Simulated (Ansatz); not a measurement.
Zn, 1 atom in the cell. The structure is cubic, space group Im-3m (No. 229). Conventional cell: a = 3.138 Å, b = 3.138 Å, c = 3.138 Å, α = 90.00°, β = 90.00°, γ = 90.00°. Zn (site symmetry m-3m) has 8 Zn at 2.72 Å as nearest neighbours. This isn't the form of Zn at room conditions, which is hcp.

* Program: Ansatz 0.2.0
* Task: relaxation of cell and atoms
* Functional: BLYP
* Potentials or basis: Ansatz PAW
* Cutoff: 420 eV (not typed: the program's choice for these potentials)
* k mesh: 12 × 12 × 12
* Occupations: fermi-dirac, width 0.05 eV
* Spin: no spin polarisation

Potentials or basis: Ansatz PAW.

Command:

```sh
$ ansatz run input.yaml --threads 2 --pin off --max-ram 5632MiB --backend cpu --events-out ev --progress --plain --runs-dir out
```

Hardware: 2 threads of Arm Neoverse V2, with other jobs on the host.

Estimate the wall time of this run.

It took 3.3 s on 2 threads of Arm Neoverse V2, on a shared host, peak memory 0.28 GiB. Counts: scf iterations 35, plane waves 321, k points 72, bands 10, ion steps 7.
